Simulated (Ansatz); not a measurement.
# In: energy change per atom and pressure as volume scale varies

All results are calculated (Ansatz 0.2.0). Plane-wave DFT, scalar-relativistic PAW made under PBE with cores redone for the functional, no dispersion; the given relaxed cell is scaled uniformly, energy at zero smearing counts from the unscaled cell, pressure at the given Fermi-Dirac smearing is positive in compression.

The cell before it is scaled or strained (space group C2/m, No. 12):
```
In
1.0
     -1.6872     1.7212     2.6725
      1.7212    -1.6872     2.6725
      1.6896     1.6896    -2.6501
In
1
Direct
  0.00000 0.00000 0.00000
```

Settings of every row: spin polarised no; functional BLYP; wave cutoff 420 eV; smearing width 0.1 eV; k mesh 18x18x21.

Atom starting moment: 0 on all atoms.

Limits: no dispersion: the cell expands far past the measured one.

| row | volume scale | V (Å³/atom) | energy change per atom (meV) | pressure (GPa) |
| --- | --- | --- | --- | --- |
| 1 | 0.88 | 27.358 | 40.05 | 4.04 |
| 2 | 0.92 | 28.601 | 15.95 | 2.35 |
| 3 | 0.96 | 29.845 | 3.45 | 1.04 |
| 4 | 1.04 | 32.332 | 3.61 | -0.78 |
| 5 | 1.08 | 33.575 | ? | ? |
| 6 | 1.12 | 34.819 | 26.12 | -1.88 |

Question: what energy change per atom and pressure should row 5 give?

Worked fit of energy change per atom. Take u = (V_r/V)^(2/3) − 1 with V_r = 29.845 Å³ an atom, which is twice the finite (Eulerian) strain; such expansions in the strain, on which the Birch-Murnaghan equation of state is built, carry the rest volume and the bulk modulus. The shown rows have u = 0.05972, 0.02879, 0, -0.05196, -0.09766. Least squares give energy change per atom = 3.651 + 287.18 × u + 5319.3 × u² meV; a straight line predicts inner rows, each left out in turn, worse (root mean square 15 against 0.68 meV). The rows lie off it by 0.28, -0.38, -0.20, 0.52, -0.22 (root mean square 0.34 meV). The withheld row has u = -0.07551, so the fit gives 3.651 + 287.18 × (-0.07551) + 5319.3 × (-0.07551)² = 12.30 meV.

The calculation gave 12.73 meV. The fit lies 0.43 meV (3.4 % of the value, 1.2 % of the column's range) below it; its largest miss of a shown row is 0.52 meV.

Worked fit of pressure. Take u = (V_r/V)^(2/3) − 1 with V_r = 29.845 Å³ an atom, which is twice the finite (Eulerian) strain; such expansions in the strain, on which the Birch-Murnaghan equation of state is built, carry the rest volume and the bulk modulus. The shown rows have u = 0.05972, 0.02879, 0, -0.05196, -0.09766. Least squares give pressure = 1.048 + 42.27 × u + 126.9 × u² GPa; a straight line predicts inner rows, each left out in turn, worse (root mean square 0.36 against 0.033 GPa). The rows lie off it by 0.02, -0.02, -0.01, 0.03, -0.01. The pressure vanishes at u = -0.0270, or V = 31.09 Å³ an atom, and there the bulk modulus at fixed shape and fractions is B = −V dP/dV = (2/3)(1 + u) dP/du = 23 GPa. Letting shape and atoms relax would as a rule lower it, by much in layered, chain or molecular crystals. The withheld row has u = -0.07551, so the fit gives 1.048 + 42.27 × (-0.07551) + 126.9 × (-0.07551)² = -1.42 GPa.

The calculation gave -1.4 GPa. The fit lies 0.02 GPa (0.34 % of the column's range) below it; its largest miss of a shown row is 0.03 GPa.
